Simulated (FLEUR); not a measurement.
Input of a FLEUR MaX-R8.1 (later development tree) run:

The input inp.xml:

```xml
<?xml version="1.0" encoding="UTF-8" standalone="no"?>
<fleurInput fleurInputVersion="0.39">
   <comment>
      SnSe                                                                                                
   </comment>
   <calculationSetup>
      <cutoffs Kmax="4.1" Gmax="12.7" GmaxXC="12.7" numbands="0"/>
      <scfLoop itmax="80" minDistance="0.0001" maxIterBroyd="30" imix="Anderson" alpha="0.05" precondParam="0.0" spinf="2.0" sdNocoIR="T"/>
      <coreElectrons ctail="F" frcor="F" kcrel="0" coretail_lmax="0"/>
      <xcFunctional name="LibXC" relativisticCorrections="F">
         <LibXCName exchange="mgga_x_r2scan" correlation="mgga_c_r2scan"/>
         <AuxGGA exchange="117" correlation="130"/>
      </xcFunctional>
      <magnetism jspins="1"/>
      <soc l_soc="F" theta="0.0" phi="0.0" spav="F"/>
      <expertModes spex="0" secvar="F"/>
      <geometryOptimization l_f="F" forcealpha="1.0" forcemix="BFGS" epsdisp="0.00001" epsforce="0.00001"/>
      <ldaU l_linMix="F" mixParam="0.05" spinf="1.0"/>
   </calculationSetup>
   <cell>
      <bzIntegration valenceElectrons="38.0" mode="hist" fermiSmearingEnergy="0.00183747">
         <kPointListSelection listName="default-1"/>
         <!-- k-points included here -->
         <xi:include xmlns:xi="http://www.w3.org/2001/XInclude" href="kpts.xml"> </xi:include>
      </bzIntegration>
      <!-- symmetry operations included here -->
      <xi:include xmlns:xi="http://www.w3.org/2001/XInclude" href="sym.xml"> </xi:include>
      <bulkLattice scale="1.0">
         <bravaisMatrix>
            <row-1>    0.0000000000000000     5.6880756350459993     5.6880756350459993</row-1>
            <row-2>    5.6880756350459993     0.0000000000000000     5.6880756350459993</row-2>
            <row-3>    5.6880756350459993     5.6880756350459993     0.0000000000000000</row-3>
         </bravaisMatrix>
      </bulkLattice>
   </cell>
   <atomSpecies>
      <species name="Tin (Sn)" element="Sn" atomicNumber="50">
         <mtSphere radius="2.66" gridPoints="879" logIncrement="0.015"/>
         <atomicCutoffs lmax="10" lnonsphr="10"/>
         <electronConfig flipSpins="F">
            <coreConfig>(1s1/2) (2s1/2) (2p1/2) (2p3/2) (3s1/2) (3p1/2) (3p3/2) (3d3/2) (3d5/2)</coreConfig>
            <valenceConfig>(4s1/2) (4p1/2) (4p3/2) (5s1/2) (4d3/2) (4d5/2) (5p1/2) (5p3/2)</valenceConfig>
            <stateOccupation state="(5p1/2)" spinUp="0.333333" spinDown="0.333333"/>
            <stateOccupation state="(5p3/2)" spinUp="0.666667" spinDown="0.666667"/>
         </electronConfig>
         <energyParameters s="5" p="5" d="4" f="4"/>
         <lo type="SCLO" l="0" n="4" eDeriv="0"/>
         <lo type="SCLO" l="1" n="4" eDeriv="0"/>
         <lo type="SCLO" l="1" n="4" eDeriv="1"/>
         <lo type="SCLO" l="2" n="4" eDeriv="2"/>
         <lo type="SCLO" l="3" n="4" eDeriv="2"/>
      </species>
      <species name="Selenium (Se)" element="Se" atomicNumber="34">
         <mtSphere radius="2.56" gridPoints="847" logIncrement="0.015"/>
         <atomicCutoffs lmax="10" lnonsphr="10"/>
         <electronConfig flipSpins="F">
            <coreConfig>(1s1/2) (2s1/2) (2p1/2) (2p3/2) (3s1/2) (3p1/2) (3p3/2)</coreConfig>
            <valenceConfig>(3d3/2) (3d5/2) (4s1/2) (4p1/2) (4p3/2)</valenceConfig>
            <stateOccupation state="(4p1/2)" spinUp="0.666667" spinDown="0.666667"/>
            <stateOccupation state="(4p3/2)" spinUp="1.333333" spinDown="1.333333"/>
         </electronConfig>
         <energyParameters s="4" p="4" d="4" f="4"/>
         <lo type="SCLO" l="2" n="3" eDeriv="0"/>
         <lo type="SCLO" l="0" n="4" eDeriv="2"/>
         <lo type="SCLO" l="1" n="4" eDeriv="2"/>
         <lo type="SCLO" l="3" n="4" eDeriv="2"/>
      </species>
   </atomSpecies>
   <atomGroups>
      <atomGroup species="Tin (Sn)">
         <relPos label="                   1">.0000000000 .0000000000 .0000000000</relPos>
         <force calculate="T" relaxXYZ="TTT"/>
      </atomGroup>
      <atomGroup species="Selenium (Se)">
         <relPos label="                   2">1.000/2.000 1.000/2.000 1.000/2.000</relPos>
         <force calculate="T" relaxXYZ="TTT"/>
      </atomGroup>
   </atomGroups>
   <output dos="F" band="F" slice="F">
      <checks vchk="F" cdinf="F"/>
      <bandDOS minEnergy="-.5*Htr" maxEnergy="0.5*Htr" sigma="0.015" storeEVData="T"/>
      <vacuumDOS vacdos="F" integ="F" star="F" nstars="0" locx1="0.0" locy1="0.0" locx2="0.0" locy2="0.0" nstm="0" tworkf="0.0"/>
      <unfoldingBand unfoldBand="F" supercellX="1" supercellY="1" supercellZ="1"/>
      <plotting iplot="0" polar="F">
         <plot TwoD="T" vec1="  1.0  0.0  0.0" vec2="  0.0  1.0  0.0" vec3="  0.0  0.0  1.0" zero="  0.0  0.0  0.0" file="plot"/>
      </plotting>
      <chargeDensitySlicing numkpt="0" minEigenval="0.0" maxEigenval="0.0" nnne="0" pallst="F"/>
      <specialOutput eonly="F"/>
      <moessbauerParams electricFieldGradient="T" isomerShift="T" coreHyperfine="T" valenceHyperfine="T"/>
      <magneticCircularDichroism mcd="F" energyLo="-10.0" energyUp="0.0"/>
   </output>
  <!-- We include the file relax.xml here to enable relaxations (see documentation) -->
  <xi:include xmlns:xi="http://www.w3.org/2001/XInclude" href="relax.xml"> <xi:fallback/> </xi:include>
</fleurInput>
```

The input crystal.txt:

```
SnSe
&input cartesian=F /
0.0000000000  3.0100000000  3.0100000000
3.0100000000  0.0000000000  3.0100000000
3.0100000000  3.0100000000  0.0000000000
1.8897261246
1.0 1.0 1.0

2
50 0.0000000000  0.0000000000  0.0000000000
34 0.5000000000  0.5000000000  0.5000000000

&kpt div1=8 div2=8 div3=8 gamma=T /
```

File inp.xml (bands):

```
<?xml version="1.0" encoding="UTF-8" standalone="no"?>
<fleurInput fleurInputVersion="0.39">
   <comment>
      SnSe                                                                                                
   </comment>
   <calculationSetup>
      <cutoffs Kmax="4.1" Gmax="12.7" GmaxXC="12.7" numbands="0"/>
      <scfLoop itmax="80" minDistance="0.0001" maxIterBroyd="30" imix="Anderson" alpha="0.05" precondParam="0.0" spinf="2.0" sdNocoIR="T"/>
      <coreElectrons ctail="F" frcor="F" kcrel="0" coretail_lmax="0"/>
      <xcFunctional name="LibXC" relativisticCorrections="F">
         <LibXCName exchange="mgga_x_r2scan" correlation="mgga_c_r2scan"/>
         <AuxGGA exchange="117" correlation="130"/>
      </xcFunctional>
      <magnetism jspins="1"/>
      <soc l_soc="F" theta="0.0" phi="0.0" spav="F"/>
      <expertModes spex="0" secvar="F"/>
      <geometryOptimization l_f="F" forcealpha="1.0" forcemix="BFGS" epsdisp="0.00001" epsforce="0.00001"/>
      <ldaU l_linMix="F" mixParam="0.05" spinf="1.0"/>
   </calculationSetup>
   <cell>
      <bzIntegration valenceElectrons="38.0" mode="hist" fermiSmearingEnergy="0.00183747">
         <kPointListSelection listName="path-1"/>
         <!-- k-points included here -->
         <xi:include xmlns:xi="http://www.w3.org/2001/XInclude" href="kpts.xml"> </xi:include>
      </bzIntegration>
      <!-- symmetry operations included here -->
      <xi:include xmlns:xi="http://www.w3.org/2001/XInclude" href="sym.xml"> </xi:include>
      <bulkLattice scale="1.0">
         <bravaisMatrix>
            <row-1>    0.0000000000000000     5.6880756350459993     5.6880756350459993</row-1>
            <row-2>    5.6880756350459993     0.0000000000000000     5.6880756350459993</row-2>
            <row-3>    5.6880756350459993     5.6880756350459993     0.0000000000000000</row-3>
         </bravaisMatrix>
      </bulkLattice>
   </cell>
   <atomSpecies>
      <species name="Tin (Sn)" element="Sn" atomicNumber="50">
         <mtSphere radius="2.66" gridPoints="879" logIncrement="0.015"/>
         <atomicCutoffs lmax="10" lnonsphr="10"/>
         <electronConfig flipSpins="F">
            <coreConfig>(1s1/2) (2s1/2) (2p1/2) (2p3/2) (3s1/2) (3p1/2) (3p3/2) (3d3/2) (3d5/2)</coreConfig>
            <valenceConfig>(4s1/2) (4p1/2) (4p3/2) (5s1/2) (4d3/2) (4d5/2) (5p1/2) (5p3/2)</valenceConfig>
            <stateOccupation state="(5p1/2)" spinUp="0.333333" spinDown="0.333333"/>
            <stateOccupation state="(5p3/2)" spinUp="0.666667" spinDown="0.666667"/>
         </electronConfig>
         <energyParameters s="5" p="5" d="4" f="4"/>
         <lo type="SCLO" l="0" n="4" eDeriv="0"/>
         <lo type="SCLO" l="1" n="4" eDeriv="0"/>
         <lo type="SCLO" l="1" n="4" eDeriv="1"/>
         <lo type="SCLO" l="2" n="4" eDeriv="2"/>
         <lo type="SCLO" l="3" n="4" eDeriv="2"/>
      </species>
      <species name="Selenium (Se)" element="Se" atomicNumber="34">
         <mtSphere radius="2.56" gridPoints="847" logIncrement="0.015"/>
         <atomicCutoffs lmax="10" lnonsphr="10"/>
         <electronConfig flipSpins="F">
            <coreConfig>(1s1/2) (2s1/2) (2p1/2) (2p3/2) (3s1/2) (3p1/2) (3p3/2)</coreConfig>
            <valenceConfig>(3d3/2) (3d5/2) (4s1/2) (4p1/2) (4p3/2)</valenceConfig>
            <stateOccupation state="(4p1/2)" spinUp="0.666667" spinDown="0.666667"/>
            <stateOccupation state="(4p3/2)" spinUp="1.333333" spinDown="1.333333"/>
         </electronConfig>
         <energyParameters s="4" p="4" d="4" f="4"/>
         <lo type="SCLO" l="2" n="3" eDeriv="0"/>
         <lo type="SCLO" l="0" n="4" eDeriv="2"/>
         <lo type="SCLO" l="1" n="4" eDeriv="2"/>
         <lo type="SCLO" l="3" n="4" eDeriv="2"/>
      </species>
   </atomSpecies>
   <atomGroups>
      <atomGroup species="Tin (Sn)">
         <relPos label="                   1">.0000000000 .0000000000 .0000000000</relPos>
         <force calculate="T" relaxXYZ="TTT"/>
      </atomGroup>
      <atomGroup species="Selenium (Se)">
         <relPos label="                   2">1.000/2.000 1.000/2.000 1.000/2.000</relPos>
         <force calculate="T" relaxXYZ="TTT"/>
      </atomGroup>
   </atomGroups>
   <output dos="F" band="T" slice="F">
      <checks vchk="F" cdinf="F"/>
      <bandDOS minEnergy="-.5*Htr" maxEnergy="0.5*Htr" sigma="0.015" storeEVData="T"/>
      <vacuumDOS vacdos="F" integ="F" star="F" nstars="0" locx1="0.0" locy1="0.0" locx2="0.0" locy2="0.0" nstm="0" tworkf="0.0"/>
      <unfoldingBand unfoldBand="F" supercellX="1" supercellY="1" supercellZ="1"/>
      <plotting iplot="0" polar="F">
         <plot TwoD="T" vec1="  1.0  0.0  0.0" vec2="  0.0  1.0  0.0" vec3="  0.0  0.0  1.0" zero="  0.0  0.0  0.0" file="plot"/>
      </plotting>
      <chargeDensitySlicing numkpt="0" minEigenval="0.0" maxEigenval="0.0" nnne="0" pallst="F"/>
      <specialOutput eonly="F"/>
      <moessbauerParams electricFieldGradient="T" isomerShift="T" coreHyperfine="T" valenceHyperfine="T"/>
      <magneticCircularDichroism mcd="F" energyLo="-10.0" energyUp="0.0"/>
   </output>
  <!-- We include the file relax.xml here to enable relaxations (see documentation) -->
  <xi:include xmlns:xi="http://www.w3.org/2001/XInclude" href="relax.xml"> <xi:fallback/> </xi:include>
</fleurInput>
```

Potentials or basis: all-electron, FLAPW.

Run with:

```bash
$ inpgen -f crystal.txt -profile fastHighL
$ # inp.xml edited to the form shown
$ fleur_MPI
$ fleur_MPI   # second run, on inp.xml (bands)
```

Task: What does it give for the band gap along the path?

Result: 0.23 eV, indirect (least direct gap 0.27 eV).

Task: Predict the band gap on the k mesh.

Result: 0.45 eV, direct.

Core levels (eV from the Fermi level):
```csv
atom,levels
1 Sn,"1s1/2 -28993.6, 2s1/2 -4372.6, 2p1/2 -4083.6, 2p3/2 -3852.9, 3s1/2 -840.9, 3p1/2 -723.6, 3p3/2 -681.4, 3d3/2 -474.4, 3d5/2 -465.7"
2 Se,"1s1/2 -12496.5, 2s1/2 -1601.0, 2p1/2 -1435.4, 2p3/2 -1393.6, 3s1/2 -208.1, 3p1/2 -151.4, 3p3/2 -145.6"
```

Caveat: the meta-GGA is that of a development version, with a GGA for the radial functions and cores and without core tails; spin-orbit coupling is left out, which moves the levels of the heavy elements; the mesh misses the band edges, which the band path finds closer together.
